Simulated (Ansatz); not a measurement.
# SiO2: the cost of one run

All numbers below are computed with Ansatz 0.2.0 (DFT PBE, scalar-relativistic, plane waves, PAW).

### Step 1. The starting structure

The cell holds 18 atoms (O12Si6): a = 6.350 Å, b = 6.482 Å, c = 6.335 Å, α = 94.73°, β = 87.08°, γ = 93.08°.

It is the last frame of an earlier stage of the same melt, run at 2450 K.

As a file:

```cif
data_structure
_symmetry_space_group_name_H-M 'P 1'
_symmetry_Int_Tables_number 1
_cell_length_a 6.3497
_cell_length_b 6.4817
_cell_length_c 6.3354
_cell_angle_alpha 94.727
_cell_angle_beta 87.078
_cell_angle_gamma 93.081
_cell_volume 259.20
loop_
_atom_site_label
_atom_site_type_symbol
_atom_site_fract_x
_atom_site_fract_y
_atom_site_fract_z
_atom_site_occupancy
Si1 Si 0.43527 0.59097 0.93165 1
Si2 Si 0.15530 0.22556 0.79179 1
Si3 Si 0.22154 0.83864 0.30580 1
Si4 Si 0.77997 0.31043 0.07607 1
Si5 Si 0.87612 0.07094 0.45073 1
Si6 Si 0.45540 0.89284 0.59757 1
O1 O 0.21549 0.66575 0.10260 1
O2 O 0.77204 0.17585 0.25220 1
O3 O 0.41283 0.68116 0.46359 1
O4 O 0.34129 0.05475 0.33390 1
O5 O 0.92189 0.21666 0.91344 1
O6 O 0.32252 0.35575 0.94060 1
O7 O 0.95928 0.87017 0.28774 1
O8 O 0.67064 0.05226 0.60557 1
O9 O 0.66857 0.52992 0.03096 1
O10 O 0.24577 0.97639 0.72673 1
O11 O 0.51431 0.76953 0.81204 1
O12 O 0.04517 0.26084 0.54124 1
```

### Step 2. Dynamics at 1360 K

One k point, a Fermi-Dirac width of 0.117 eV and a fixed cell.

The input, input.yaml:

```yaml
crystal:
  lattice:
    - [6.345479, -0.169315, 0.158282]
    - [-0.169315, 6.474183, -0.262224]
    - [0.158282, -0.262224, 6.328008]
  atoms:
    - { symbol: Si, position: [0.4352733616, 0.5909738346, 0.9316492173] }
    - { symbol: Si, position: [0.1553026365, 0.225557116, 0.7917871033] }
    - { symbol: Si, position: [0.2215371571, 0.8386404803, 0.30580174] }
    - { symbol: Si, position: [0.7799705478, 0.3104297556, 0.0760682105] }
    - { symbol: Si, position: [0.8761200382, 0.0709358305, 0.4507306397] }
    - { symbol: Si, position: [0.4553982468, 0.8928449823, 0.5975664274] }
    - { symbol: O, position: [0.2154935295, 0.665747815, 0.1026026729] }
    - { symbol: O, position: [0.7720358264, 0.1758508425, 0.2521985446] }
    - { symbol: O, position: [0.4128273451, 0.6811555172, 0.4635939864] }
    - { symbol: O, position: [0.3412869729, 0.0547498423, 0.3339028854] }
    - { symbol: O, position: [0.9218949336, 0.2166629388, 0.9134397829] }
    - { symbol: O, position: [0.3225184331, 0.3557505265, 0.9405980382] }
    - { symbol: O, position: [0.9592822404, 0.8701658091, 0.2877443442] }
    - { symbol: O, position: [0.6706389823, 0.0522560624, 0.6055734421] }
    - { symbol: O, position: [0.6685715797, 0.5299185297, 0.0309635387] }
    - { symbol: O, position: [0.2457651096, 0.9763940095, 0.7267342959] }
    - { symbol: O, position: [0.5143146274, 0.7695307713, 0.8120400643] }
    - { symbol: O, position: [0.0451721921, 0.2608428198, 0.5412403445] }
  symmetry: { detect: false }
basis:
  ecutwfc: 420
  xc_grid: 1
kpoints:
  mp_grid: { grid: [1, 1, 1], shift: [0.0, 0.0, 0.0] }
hamiltonian:
  xc: pbe
scf:
  occupations: { method: fermi_dirac, width: 0.1172 }
  lower_state_search: "off"
  convergence: { dr2_threshold: 1.0e-05 }
output:
  forces: true
  stress: true
md:
  timestep: 2.0
  n_steps: 200
  ensemble: nvt_langevin
  friction: 0.015
  temperature: 1360.0
  initial_velocities: maxwell_boltzmann
  seed: 72190
```

On the command line:

```
> ansatz run input.yaml --threads 2 --pin off --max-ram 5120MiB --backend cpu --events-out ev --progress --plain --runs-dir out
```

**Question.** How long does this run take on 2 threads of Intel Xeon at 2.50GHz (Skylake/Cascade Lake), shared host, and how much memory does it need?

About 5.4 min, with a peak of 0.36 GiB.
